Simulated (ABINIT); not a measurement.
Crystal: AlAu.

```
CELL_PARAMETERS angstrom
3.22394 0.00000 0.00000
0.00000 3.22394 0.00000
0.00000 0.00000 3.22394
ATOMIC_POSITIONS crystal
Au 0.50000 0.50000 0.50000
Al 0.00000 0.00000 0.00000
```

The cell comes from a database or a generator and needn't be the stable form of this composition.

| Item | Value |
| --- | --- |
| Program | ABINIT 10.8.3 (patched build) |
| Task | relaxation of cell and atoms |
| Functional | PBEsol |
| Potentials or basis | PseudoDojo NC SR PBEsol v0.4.1 standard |
| Cutoff | 1034 eV |
| k mesh | 6 × 6 × 6 |
| Occupations | fermi-dirac, width 0.05 eV |
| Spin | no spin polarisation |

At the start: pressure -5.5 GPa; volume 16.75 Å³/atom.

Q: How do energy, volume and symmetry change on relaxing?

A: Over 5 steps the energy falls by 12.9 meV/atom and the volume is 16.03 Å³/atom (-4.3 %); space group Pm-3m (No. 221, to 0.05 Å).

Step by step:
| step | energy change (eV) | largest force (eV/Å) | pressure (GPa) | volume (Å³) |
| --- | --- | --- | --- | --- |
| 1 | 0.0000 | 0.0000 | -5.49 | 33.51 |
| 2 | -0.0158 | 0.0000 | -3.53 | 32.95 |
| 3 | -0.0258 | 0.0000 | 0.29 | 32.00 |
| 4 | -0.0258 | 0.0000 | -0.01 | 32.07 |
| 5 | -0.0258 | 0.0000 | 0.00 | 32.07 |

Final structure:
```cif
data_structure
_symmetry_space_group_name_H-M 'P 1'
_symmetry_Int_Tables_number 1
_cell_length_a 3.1770
_cell_length_b 3.1770
_cell_length_c 3.1770
_cell_angle_alpha 90.000
_cell_angle_beta 90.000
_cell_angle_gamma 90.000
_cell_volume 32.07
loop_
_atom_site_label
_atom_site_type_symbol
_atom_site_fract_x
_atom_site_fract_y
_atom_site_fract_z
_atom_site_occupancy
Au1 Au 0.50000 0.50000 0.50000 1
Al1 Al 0.00000 0.00000 0.00000 1
```
